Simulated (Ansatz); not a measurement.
Pressure against volume: Sb

```cif
data_structure
_symmetry_space_group_name_H-M 'Pm-3m'
_symmetry_Int_Tables_number 221
_cell_length_a 3.0833
_cell_length_b 3.0833
_cell_length_c 3.0833
_cell_angle_alpha 90.000
_cell_angle_beta 90.000
_cell_angle_gamma 90.000
_cell_volume 29.31
loop_
_atom_site_label
_atom_site_type_symbol
_atom_site_symmetry_multiplicity
_atom_site_Wyckoff_symbol
_atom_site_fract_x
_atom_site_fract_y
_atom_site_fract_z
_atom_site_occupancy
Sb1 Sb 1 a 0.00000 0.00000 0.00000 1
```

The runs use the primitive cell with vectors (3.083, 0.000, 0.000), (0.000, 3.083, 0.000), (0.000, 0.000, 3.083) Å, to which the k mesh refers.

Structure from Materials Project entry mp-133 (possibly hypothetical), not relaxed further.

No spin–orbit coupling, which matters for the heavy atoms here.

All numbers are computed: DFT, PBEsol, all-electron LAPW, scalar-relativistic (Ansatz 0.2.0); DFT, PBEsol, PAW with Ansatz's default frozen-core files, scalar-relativistic (Ansatz 0.2.0).

For LAPW: a Γ-centred 12×12×12 k mesh, Fermi–Dirac smearing of 0.05 eV, basis error target 0.5 meV/atom, no spin polarisation. PAW takes a cutoff of 420 eV at this cell (files made with PBE, cores remade for this functional). The Ansatz runs share mesh, smearing and spin set-up. Plane-wave (PAW) pressures include the program's estimate of the Pulay term.

The cell above is scaled evenly, with fractional coordinates and shape held.

| V/V(cell) | V (Å³/atom) | P, LAPW (GPa) | P, PAW (GPa) | free energy over the lowest listed, PAW (meV/atom) |
| --- | --- | --- | --- | --- |
| 0.9405 | 27.569 | 2.64 | 2.63 | 8.9 |
| 0.9800 | 28.727 | -0.05 | -0.06 | 0.0 |
| 1.0000 | 29.313 | -1.21 | -1.22 | 2.4 |
| 1.0200 | 29.900 | -2.25 | -2.26 | 8.8 |
| 1.0600 | 31.072 | -4.02 | -4.03 | 32.1 |

(1) What do Birch–Murnaghan fits to the pressures give?

## Answers

(1) LAPW: V0 = 28.70 Å³/atom, B0 = 60 GPa, B0′ = 4.3; PAW: V0 = 28.70 Å³/atom, B0 = 60 GPa, B0′ = 4.3.
